**Question**

Magnesium sulfide in the rocksalt structure is squeezed or stretched evenly from all sides. The table gives its energy above the minimum, the pressure needed to hold each volume, and the band gap, all from density functional theory with the PBE functional. Negative pressure means that the crystal is under tension.

Rocksalt MgS, computed with Ansatz 0.2.0 using scalar-relativistic PBE without spin polarisation, PAW, a plane-wave cutoff of 420 eV, an 8×8×8 k mesh and Gaussian smearing of 0.02 eV. Energies are per atom and count from the minimum of a third-order Birch-Murnaghan fit; band gaps are Kohn-Sham gaps on the k mesh.

| volume (Å³/atom) | energy over minimum (meV/atom) | pressure (GPa) | band gap on mesh (eV) |
| --- | --- | --- | --- |
| 15.74 | 73.50 | 12.240 | 3.019 |
| 16.27 | 39.00 | 8.430 | 2.953 |
| 16.81 | 16.40 | 5.170 | 2.887 |
| 17.35 | 3.90 | 2.380 | 2.822 |
| 17.88 | 0.00 | -0.010 | 2.757 |
| 18.42 | 3.60 | -2.070 | 2.693 |
| 18.96 | 13.50 | -3.840 | 2.629 |
| 19.67 | 35.20 | -5.810 | 2.546 |

A simple approximation gives such a solid one fixed stiffness: the pressure is taken as proportional to the fractional change of volume from equilibrium, and the factor is the bulk modulus at equilibrium. A Birch-Murnaghan fit to the energies of all eight rows gives $B_0 = 73.9$ GPa at the equilibrium volume $V_0 = 17.88$ Å³/atom.

(a) Decide from the table alone, without using $B_0$, whether a fixed stiffness describes this crystal.

(b) Estimate the pressure at 15.74 Å³/atom with a fixed stiffness and judge the result.

(c) Explain your findings by the forces between the ions.

**Model answer**

(a) A solid of fixed stiffness behaves like an ideal spring: equal changes of volume in either direction cost equal energy. The rows at 16.81 and 18.96 Å³/atom lie 6% below and 6% above equilibrium, so they make a fair pair. Compression costs 16.4 meV/atom and expansion only 13.5. The spring picture therefore fails, and the crystal is harder to squeeze than to stretch.

The closer pair, 3% on either side, shows the same imbalance in a weaker form. There compression costs about 8% more than expansion, against about 21% more in the wider pair. An imbalance that grows with the distance from equilibrium is the mark of a stiffness that itself depends on volume.

(b) For a fixed stiffness the pressure is proportional to the fractional change of volume. With $V$ the volume and $P$ the pressure,

$$P = B_0\,\frac{V_0 - V}{V_0} = 73.9\ \text{GPa}\times\frac{17.88-15.74}{17.88} \approx 8.8\ \text{GPa}.$$

The table has 12.24 GPa, so the estimate is too low by about 28% of the computed pressure. Used the other way round, the formula would promise a compression of $12.24/73.9$, or about 17%, at a pressure that in fact achieves 12%.

The error follows a simple rule. In every row away from equilibrium, the percentage error of the pressure is between two and three times the percentage change of volume. A fixed stiffness is thus tolerable for a change of 3%, where it errs by about 8%, and poor for a change of 10%. It gives too little pressure on compression and too much tension on expansion.

(c) The stiffness of the crystal comes from a contest between two forces that depend very differently on distance. Magnesium and sulfur are held together largely by the attraction between positive and negative ions. They are kept apart because their filled electron shells resist overlap: the Pauli principle forces overlapping electrons into states of higher energy. At equilibrium the pull and the push are equal.

Equal forces do not mean equal contributions to stiffness. Stiffness measures how quickly the net push grows as the ions approach. The attraction also strengthens on approach, so by itself it would help the crystal to collapse and it lowers the stiffness. The resistance to compression must come from the overlap repulsion, which has to outweigh this effect.

That repulsion is very sensitive to distance, because the outer parts of electron clouds fade roughly exponentially. At the strongest compression the Mg-S contact shrinks from 2.615 to 2.506 Å, only about 4%. The energy of attraction between point charges, which varies as one over the distance, changes by about the same 4%, whereas the overlap changes by a much larger fraction. Squeezing therefore strengthens the very part that supplies the stiffness, and stretching weakens it.

The table shows the consequence. The local bulk modulus, taken from the pressure difference between neighbouring rows, falls at every step, from about 115 GPa at the compressed end to about 54 GPa at the expanded end. The value $B_0$ is right at equilibrium, but it is only one point on this falling curve. The division into attraction and repulsion is an argument from theory, since the calculation yields their combined effect.

The same reasoning applies to other solids in which a slowly varying attraction is balanced by a steep repulsion. In MgS the error grows with the change of volume, and a softer solid reaches the same change at a lower pressure. If its repulsion is about as steep, it should therefore outgrow its fixed stiffness sooner.

**Remarks on the reasoning**

*Why is pressure the sharper test?* A fixed stiffness makes the energy a parabola in volume. The first term that it neglects is cubic, and pressure is the slope of the energy with its sign reversed. Taking the slope multiplies a quadratic term by two and a cubic term by three, so the neglected part weighs more in the pressure. At the strongest compression the parabola misses the computed energy by about 20%, against 28% for the pressure. A curve that looks acceptable in energy can thus still give poor pressures.

*Could the energies be at fault instead?* The pressures were computed from the stress in the crystal, not from the slope of the energy curve, which allows a cross-check. Adding up the work done by the pressure between 15.74 and 17.88 Å³/atom gives 73.8 meV/atom, and the table has 73.5. The two routes agree, so the discrepancy belongs to the fixed stiffness. The printed analysis below sets this approximation against every row.

*Is the imbalance only a matter of using volume?* This is a good objection, because even an ideal spring between neighbouring atoms looks lopsided when plotted against volume. In rocksalt the contact length is the cube root of the volume per atom, so the objection can be tested. Energy divided by the squared change of contact length would be the same at both ends for an ideal spring, but it is about 1.26 times larger at the compressed end. With volume in place of length the ratio is 1.46. Part of the imbalance is therefore geometry, and the rest is a real change in how the crystal resists.

*Which failure would this method of detection overlook?* The band gap falls smoothly from 3.02 to 2.55 eV as the crystal expands, and no row looks suspicious. Yet PBE is known to give gaps that are too small. This error is present in all rows, so comparing them with one another does not expose it. Internal comparison reveals a formula that departs from the calculation; an error of the functional that all rows share calls for a comparison with experiment or a better theory.

Numerical output:

```
Harmonic estimate against the table:
    row  volume change in percent  harmonic energy in meV/atom  energy miss in meV/atom  harmonic pressure in GPa  pressure miss in GPa
  15.74                    -11.97                        59.11                   -14.39                      8.85                 -3.39
  16.27                    -9.005                        33.46                   -5.543                     6.658                -1.772
  16.81                    -5.985                        14.78                   -1.621                     4.425               -0.7447
  17.35                    -2.965                        3.627                  -0.2731                     2.192               -0.1878
  17.88                 -0.000783                    2.529e-07                2.529e-07                 0.0005789               0.01058
  18.42                     3.019                        3.761                   0.1611                    -2.232               -0.1624
  18.96                     6.039                        15.05                    1.548                    -4.465               -0.6254
  19.67                     10.01                        41.34                    6.142                    -7.401                -1.591
Energy miss at strongest compression in percent of the computed energy: -19.58
Energy miss at largest expansion in percent of the computed energy: 17.45
Pressure miss at strongest compression in percent of the computed pressure: -27.7
Tension miss at largest expansion in percent of the computed tension: 27.39
Energy ratio of 3 percent compression to 3 percent expansion: 1.083
Energy ratio of 6 percent compression to 6 percent expansion: 1.215
Local bulk modulus between the two most compressed rows in GPa: 115.1
Local bulk modulus between the two most expanded rows in GPa: 53.59
Ratio of these two local bulk moduli: 2.147
Work of the pressure from 15.74 to 17.88 A3/atom in meV/atom: 73.75
Computed energy at 15.74 A3/atom in meV/atom: 73.5
Mg-S contact at strongest compression in A: 2.506
Mg-S contact at the minimum in A: 2.615
Mg-S contact at largest expansion in A: 2.699
Energy per squared volume change, compressed end over expanded end: 1.46
Energy per squared contact change, compressed end over expanded end: 1.259
Fall of the gap over the whole series in eV: 0.473
```
